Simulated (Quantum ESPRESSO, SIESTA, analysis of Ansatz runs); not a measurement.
## C (Fd-3m):H_i (10-fold void), a ladder of methods on one cell (SIESTA)

Question: at which Fermi levels does H_i (10-fold void) in C (Fd-3m) change its charge, and how much of the answer depends on the k-points? The model is a cell of 64 host atoms with 1 H put in.

Method: SIESTA numerical-orbital DFT, PBEsol, DZP basis, PseudoDojo 0.4.1 potentials converted to PSML; charged supercells in a uniform background, point-charge correction with alignment at far sites, in SIESTA 5.4.2.

### 1. Starting point

The cell holds 65 atoms: 64 C and 1 H. Cell: a = 7.154 Å, b = 7.154 Å, c = 7.154 Å, α = 90.0°, β = 90.0°, γ = 90.0°. It derives from C (space group Fd-3m). Nearest the centre at fractional (0.375, 0.375, 0.375): H65 at 0.00 Å, C34 at 1.55 Å, C19 at 1.55 Å, C12 at 1.55 Å, C57 at 1.55 Å, C8 at 1.79 Å, C7 at 1.79 Å, C6 at 1.79 Å.

As a file:

```xyz
65
Lattice="7.1537 0.0000 0.0000 0.0000 7.1537 0.0000 0.0000 0.0000 7.1537" Properties=species:S:1:pos:R:3 pbc="T T T"
C     0.0000    0.0000    0.0000
C     0.0000    1.7884    1.7884
C     1.7884    0.0000    1.7884
C     1.7884    1.7884    0.0000
C     0.8942    0.8942    0.8942
C     0.8942    2.6826    2.6826
C     2.6826    0.8942    2.6826
C     2.6826    2.6826    0.8942
C     0.0000    0.0000    3.5768
C     0.0000    1.7884    5.3653
C     1.7884    0.0000    5.3653
C     1.7884    1.7884    3.5769
C     0.8942    0.8942    4.4711
C     0.8942    2.6826    6.2595
C     2.6826    0.8942    6.2595
C     2.6826    2.6826    4.4711
C     0.0000    3.5768    0.0000
C     0.0000    5.3653    1.7884
C     1.7884    3.5769    1.7884
C     1.7884    5.3653    0.0000
C     0.8942    4.4711    0.8942
C     0.8942    6.2595    2.6826
C     2.6826    4.4711    2.6826
C     2.6826    6.2595    0.8942
C     0.0000    3.5769    3.5769
C     0.0000    5.3653    5.3653
C     1.7884    3.5769    5.3653
C     1.7884    5.3653    3.5769
C     0.8942    4.4711    4.4711
C     0.8942    6.2595    6.2595
C     2.6827    4.4711    6.2595
C     2.6827    6.2595    4.4711
C     3.5768    0.0000    0.0000
C     3.5769    1.7884    1.7884
C     5.3653    0.0000    1.7884
C     5.3653    1.7884    0.0000
C     4.4711    0.8942    0.8942
C     4.4711    2.6826    2.6826
C     6.2595    0.8942    2.6826
C     6.2595    2.6826    0.8942
C     3.5769    0.0000    3.5769
C     3.5769    1.7884    5.3653
C     5.3653    0.0000    5.3653
C     5.3653    1.7884    3.5769
C     4.4711    0.8942    4.4711
C     4.4711    2.6827    6.2595
C     6.2595    0.8942    6.2595
C     6.2595    2.6827    4.4711
C     3.5769    3.5769    0.0000
C     3.5769    5.3653    1.7884
C     5.3653    3.5769    1.7884
C     5.3653    5.3653    0.0000
C     4.4711    4.4711    0.8942
C     4.4711    6.2595    2.6827
C     6.2595    4.4711    2.6827
C     6.2595    6.2595    0.8942
C     3.5769    3.5769    3.5769
C     3.5769    5.3653    5.3653
C     5.3653    3.5769    5.3653
C     5.3653    5.3653    3.5769
C     4.4711    4.4711    4.4711
C     4.4711    6.2595    6.2595
C     6.2595    4.4711    6.2595
C     6.2595    6.2595    4.4711
H     2.6826    2.6826    2.6826
```

The host's dielectric constants go in as inputs: 5.80 for the electrons alone, 5.80 with the ions, from a response run on this crystal (DFPT, PBEsol, Quantum ESPRESSO) at that run's own cell.

The cell's shortest repeat is 7.2 Å.

The primitive cell was relaxed at this level beforehand, to 11.44 Å³.

The defect-free supercell was relaxed beforehand, from displaced atoms: they ended at most 0.00 Å from the sites they started about, so the symmetric structure holds.

### 2. Band edges

Levels are counted from the valence top, which comes from the unit cell, dense mesh; the energy of the host comes from the defect-free supercell at the defects' own k-points, so that the host's part of the sampling error cancels.

host.fdf

```
SystemName                      C
SystemLabel                     host
NumberOfSpecies                 1
NumberOfAtoms                   2
%block ChemicalSpeciesLabel
  1    6 C
%endblock ChemicalSpeciesLabel
LatticeConstant                 1.0 Ang
%block LatticeVectors
     0.000004000     1.788427000     1.788427000
     1.788427000     0.000004000     1.788427000
     1.788427000     1.788427000     0.000004000
%endblock LatticeVectors
AtomicCoordinatesFormat         Fractional
%block AtomicCoordinatesAndAtomicSpecies
    -0.000000280    -0.000000280    -0.000000280  1
     0.250000140     0.250000140     0.250000140  1
%endblock AtomicCoordinatesAndAtomicSpecies
%block kgrid.MonkhorstPack
   16   0   0  0.00
    0  16   0  0.00
    0   0  16  0.00
%endblock kgrid.MonkhorstPack
XC.Functional                   GGA
XC.Authors                      PBEsol
PAO.BasisSize                   DZP
PAO.EnergyShift                 0.005 Ry
Mesh.Cutoff                     300 Ry
OccupationFunction              FD
ElectronicTemperature           0.01 eV
MaxSCFIterations                150
SCF.MustConverge                true
SCF.Mixer.Method                Pulay
SCF.Mixer.Weight                0.2
SCF.Mixer.History               10
SCF.DM.Tolerance                1.0e-4
SCF.H.Tolerance                 1.0e-3 eV
WriteForces                     true
Charge.Mulliken                 end
```

On the command line:

```
> OMP_NUM_THREADS=1 siesta host.fdf > host.out
```

Log:

```text
Version         : 5.4.2

                           ***********************
                           *  WELCOME TO SIESTA  *
                           ***********************

[...]
reinit: Reading from file host.fdf

reinit: -----------------------------------------------------------------------
reinit: System Name: C
reinit: -----------------------------------------------------------------------
reinit: System Label: host
reinit: -----------------------------------------------------------------------

initatom: Reading input for the pseudopotentials and atomic orbitals ----------
Species number:   1 Atomic number:    6 Label: C

[... pseudopotential checks and orbital generation ...]

prinput: Basis input

PAO.BasisType split

%block ChemicalSpeciesLabel
    1    6 C                       # Species index, atomic number, species label
%endblock ChemicalSpeciesLabel

%block PAO.Basis                 # Define Basis set
# WARNING: This information might be incomplete!
C                     2                    # Species label, number of l-shells
 n=2   0   2                         # n, l, Nzeta
[...]
(Free)E + p*V (eV/cell)     -326.4426
Target enthalpy (eV/cell)     -326.4402
[...]
siesta: Final energy (eV):
siesta:  Band Struct. =    -120.418726
siesta:       Kinetic =     226.061554
siesta:       Hartree =      25.569913
siesta:         Exch. =    -105.270433
siesta:         Corr. =     -11.637366
siesta:   Exch.-corr. =    -116.907799
siesta:  Ion-electron =    -268.507414
siesta:       Ion-ion =    -192.656426
siesta:         Total =    -326.440172
siesta:         Fermi =      -3.772817
[...]
siesta: Stress tensor (static) (eV/Ang**3):
siesta:     0.000215   -0.000002   -0.000002
siesta:    -0.000002    0.000215   -0.000002
siesta:    -0.000002   -0.000002    0.000215
[...]
siesta: Cell volume =         11.440426 Ang**3
[...]
siesta: Pressure (static):
siesta:                Solid            Molecule  Units
siesta:          -0.00000234         -0.00000242  Ry/Bohr**3
siesta:          -0.00021500         -0.00022245  eV/Ang**3
siesta:          -0.34446599         -0.35641008  kBar
[...]
mulliken: Qtot =        8.000

Mulliken Atomic Populations:
Atom #   charge [q] valence [e]  Species
     1    -0.000000    4.000000  C
     2     0.000000    4.000000  C
 Total     0.000000

Job completed
```

Run time: 47 s. Hardware: 1 MPI rank of Arm Neoverse V1, shared host; peak memory 0.18 GiB.

The gap at this level is 4.11 eV.

Test of the sampling: at one point at (¼, ¼, ¼) the host's energy lies under 1 meV an atom below its value on the primitive cell's dense mesh, close enough for the relaxations.

(Part 1 of 3 ends here.)

[Logs are printed without paths, hosts, clocks, repeated set-up lines and the standing remarks that a program may print on its own settings, such as how far it seeks lower states.]

[Hosts, paths, dates, database ids (printed as entryN), source tags and the programs' standing remarks are cut or masked in the printed files.]

[For some hosts the program warned that the k-mesh of the response run may be too coarse for force constants and the static dielectric constant; such warnings are not shown here.]

[Charge tables in the logs are Mulliken or Hirshfeld populations, whose sizes and signs can differ; where basis functions stand at a vacancy, SIESTA counts their charge against the missing atom's valence.]

[In relaxation paths of CP2K, step 0 can be the structure after the first move, since the trajectory file begins there, and the last row can be the final structure solved once more.]
